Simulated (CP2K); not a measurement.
PtSe2 (Sudovikovite):

```
Pt Se
1.0
     3.72400    0.00000    0.00000
    -1.86200    3.22508    0.00000
     0.00000    0.00000    5.06200
Pt Se
1 2
Direct
  0.00000 0.00000 0.00000
  0.66667 0.33333 0.75000
  0.33333 0.66667 0.25000
```

Base run:

| Property | Result |
| --- | --- |
| Program | CP2K 2026.2 |
| Functional | PBE |
| Potentials or basis | POTENTIAL_UZH Pt GTH-PBE-q18, Se GTH-PBE-q6; TZVP-MOLOPT-PBE-GTH basis |
| Density cutoff | 6123 eV |
| k mesh | 8 × 8 × 5 |
| Occupations | fermi-dirac, width 0.05 eV |
| Spin | no spin polarisation |

Its results: band gap on the k mesh none (metal or under the smearing width); pressure 8.5 GPa; largest force 0.718 eV/Å.

**Question.** The run is repeated on the same cell with these changes: functional from PBE to PBEsol; ngrids from 5 to 4. What comes out?

**Answer.** Band gap on the k mesh none (metal or under the smearing width); pressure 4.5 GPa; largest force 0.585 eV/Å.

Caveats: the basis of atomic orbitals isn't converged, which shifts pressures, moduli and gaps; the potentials were made for another functional, which shifts forces and pressure (some runs).

Not every run made on this cell is shown here.
